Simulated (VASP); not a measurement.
Runs of VASP 6.6.1 on Be. The structure is cubic, space group Im-3m (No. 229). The conventional cell has a = 2.506 Å, b = 2.506 Å, c = 2.506 Å, α = 90.00°, β = 90.00°, γ = 90.00°. Be (site symmetry m-3m) is surrounded by 8 Be at 2.17 Å. This isn't the form of Be at room conditions, which is hcp.

| task | level | potentials or basis | cell | cutoff (eV) | smearing | optimiser | gap on the mesh (eV) | pressure (GPa) |
| --- | --- | --- | --- | --- | --- | --- | --- | --- |
| single point | PBEsol | VASP PAW PBE potentials, release 64 (Be_sv) | as given | 520 | gaussian 0.1 eV | - | none | (a) |
| relaxation of cell and atoms | LDA | VASP PAW LDA potentials, release 64 (Be) | relaxed | 600 | gaussian 0.01 eV | - | none | 0.0 |
| relaxation of the atoms | PBE+dDsC | VASP PAW PBE potentials, release 64 (Be) | atoms relaxed from: cell strained at random at fixed volume | 520 | gaussian 0.05 eV | BFGSLineSearch | none | -0.7 |
| single point | PW91+D4 | VASP PAW PBE potentials, release 54 (Be) | volume scaled by 0.8 | 500 | gaussian 0.01 eV | - | none | 35.4 |

Alike in all rows: no spin polarisation; k mesh 15 × 15 × 15.

Question: Fill in the values left out.

Answer: (a) -1.8.

Caveats: the PAW data sets were made with another functional, which shifts forces and pressure a little (some runs); pairwise dispersion overbinds metals, which lowers pressure and volume (some runs); the relaxation stopped at its first step, so nothing moved (some runs).

A gap of «none» marks a metal or a gap under the smearing width.

The runs don't all hold the same shells in valence.
